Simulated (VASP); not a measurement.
# Os: convergence, density of states

Os, Fm-3m (no. 225), 1 atom in the cell. LDA; PAW potentials Os (LDA set). VASP 6.6.1.

Wanted: density of states by 0.5 eV bins within 8 %; centre of the states within 12 eV below the valence top within 0.03 eV; states at the Fermi level within 8 %.

What the run is for: density of states; Accuracy asked: standard; k mesh of the density: 13 × 13 × 13.

POSCAR:
```
Os
1.0
    0.0000000000      1.9450000000      1.9450000000
    1.9450000000      0.0000000000      1.9450000000
    1.9450000000      1.9450000000      0.0000000000
Os
1
Direct
    0.0000000000      0.0000000000      0.0000000000
```

The series start from Plane-wave cutoff (eV): 260; k-point mesh: 16 × 16 × 16; Energy points (NEDOS): 2001; Occupations for the DOS: ISMEAR=-5; Electronic threshold (eV): 1e-6; Precision mode (PREC): Accurate. Each series keeps the choices made before it, and each single choice may use up half of a tolerance. Times cover all steps of a run.

## Plane-wave cutoff (eV)

| Plane-wave cutoff (eV) | Density of states by 0.5 eV bins, largest deviation against the largest value | Centre of the states within 12 eV below the valence top (eV) | States at the Fermi level (states/eV/atom) | Time (s) |
|---|---|---|---|---|
| 180 | 3.7 % | -3.656 | 0.8002 | 5.0 |
| 230 | 0.9 % | -3.638 | 0.856 | 6.5 |
| 260 | 0.9 % | -3.637 | 0.8558 | 6.7 |
| 300 | 0.52 % | -3.641 | 0.8538 | 7.9 |
| 370 | 0.045 % | -3.647 | 0.8512 | 16 |
| 460 (reference) | 0 % | -3.647 | 0.8511 | 20 |

Chosen: 230, the loosest value from which every tighter one stays within half of the tolerance.

## k-point mesh

| k-point mesh | Density of states by 0.5 eV bins, largest deviation against the largest value | Centre of the states within 12 eV below the valence top (eV) | States at the Fermi level (states/eV/atom) | Time (s) |
|---|---|---|---|---|
| 7 × 7 × 7 | 16 % | -3.581 | 0.9807 | 4.4 |
| 8 × 8 × 8 | 21 % | -3.611 | 0.7824 | 4.6 |
| 10 × 10 × 10 | 14 % | -3.621 | 0.9187 | 4.9 |
| 13 × 13 × 13 | 8.5 % | -3.632 | 0.9076 | 6.1 |
| 16 × 16 × 16 | 6.6 % | -3.638 | 0.856 | 6.5 |
| 19 × 19 × 19 | 3.4 % | -3.638 | 0.8539 | 8.6 |
| 24 × 24 × 24 | 1.3 % | -3.636 | 0.8746 | 12 |
| 28 × 28 × 28 | 0.88 % | -3.639 | 0.8587 | 16 |
| 35 × 35 × 35 (reference) | 0 % | -3.641 | 0.8681 | 28 |

Chosen: 19 × 19 × 19.

## Energy points (NEDOS)

| Energy points (NEDOS) | Density of states by 0.5 eV bins, largest deviation against the largest value | Centre of the states within 12 eV below the valence top (eV) | States at the Fermi level (states/eV/atom) | Time (s) |
|---|---|---|---|---|
| 301 | 1.6 % | -3.636 | 0.8577 | 8.7 |
| 501 | 1 % | -3.648 | 0.8419 | 8.5 |
| 1001 | 1.5 % | -3.639 | 0.8603 | 8.6 |
| 2001 | 1.7 % | -3.638 | 0.8539 | 8.6 |
| 4001 (reference) | 0 % | -3.639 | 0.8506 | 9.4 |

Chosen: 301.

## Occupations for the DOS

| Occupations for the DOS | Density of states by 0.5 eV bins, largest deviation against the largest value | Centre of the states within 12 eV below the valence top (eV) | States at the Fermi level (states/eV/atom) | Time (s) |
|---|---|---|---|---|
| ISMEAR=-5 | 0 % | -3.636 | 0.8577 | 8.7 |
| ISMEAR=-4 | 0 % | -3.636 | 0.8577 | 8.6 |
| ISMEAR=0 SIGMA=0.05 | 12 % | -3.653 | 0.5574 | 8.2 |
| ISMEAR=0 SIGMA=0.1 | 11 % | -3.648 | 0.5998 | 7.8 |
| ISMEAR=-15 SIGMA=0.025 | 0.096 % | -3.635 | 0.8569 | 9.2 |
| ISMEAR=1 SIGMA=0.1 | 13 % | -3.655 | 0.5432 | 7.6 |

Chosen: ISMEAR=-5; no other choice that stays within half of the tolerance saves 30 % of the time.

## Electronic threshold (eV)

| Electronic threshold (eV) | Density of states by 0.5 eV bins, largest deviation against the largest value | Centre of the states within 12 eV below the valence top (eV) | States at the Fermi level (states/eV/atom) | Time (s) |
|---|---|---|---|---|
| 0.001 | 0.28 % | -3.637 | 0.8572 | 8.0 |
| 0.0001 | 0.058 % | -3.636 | 0.858 | 8.8 |
| 1e-5 | 0.058 % | -3.636 | 0.858 | 10 |
| 1e-6 (reference) | 0 % | -3.636 | 0.8577 | 8.7 |

Chosen: 0.001.

## Precision mode (PREC)

| Precision mode (PREC) | Density of states by 0.5 eV bins, largest deviation against the largest value | Centre of the states within 12 eV below the valence top (eV) | States at the Fermi level (states/eV/atom) | Time (s) |
|---|---|---|---|---|
| Normal | 0.019 % | -3.637 | 0.8569 | 8.8 |
| Accurate (reference) | 0 % | -3.637 | 0.8572 | 8.0 |

Chosen: Normal.

## All choices together

| Input | Density of states by 0.5 eV bins, largest deviation against the largest value | Centre of the states within 12 eV below the valence top (eV) | States at the Fermi level (states/eV/atom) | Time (s) |
|---|---|---|---|---|
| defaults for smearing, thresholds and mesh (naive) | 68 % | -3.933 | 0.2775 | 4.2 |
| chosen settings | 3.2 % | -3.637 | 0.8569 | 8.8 |
| reference settings throughout | 0 % | -3.650 | 0.8564 | 99 |

The tolerance is met.

## The input

INCAR.step1:
```
SYSTEM = Os
GGA = CA ; ISMEAR = 1
SIGMA = 0.1 ; LWAVE = .FALSE.
LCHARG = .TRUE. ; NBANDS = 18
PREC = Normal ; LASPH = .TRUE.
LREAL = .FALSE. ; ALGO = Normal
EDIFF = 0.001 ; NELM = 120
GGA_COMPAT = .FALSE. ; ENCUT = 230
LMAXMIX = 4
```

INCAR.step2, as INCAR.step1 but for:
```
- ISMEAR = 1
- SIGMA = 0.1
- LCHARG = .TRUE.
+ ISMEAR = -5
+ LCHARG = .FALSE.
+ NEDOS = 301
+ LORBIT = 11
+ EMIN = -8.4224
+ EMAX = 16.5776
+ ICHARG = 11
```

KPOINTS.step1:
```
k-points
0
Gamma
  13 13 13
```

KPOINTS.step2:
```
Automatic mesh
0
Gamma
  19 19 19
  0 0 0
```

Commands (each step's output is kept before the next begins):
```
cat potpaw_LDA.64/Os/POTCAR > POTCAR
cp INCAR.step1 INCAR
cp KPOINTS.step1 KPOINTS
mpirun -np 1 vasp_std > vasp.out
cp INCAR.step2 INCAR
cp KPOINTS.step2 KPOINTS
mpirun -np 1 vasp_std > vasp.out
```

The chosen input took VASP 6.6.1 8.8 s on 1 core (Intel Xeon Platinum 8488C (Sapphire Rapids)), a shared host.
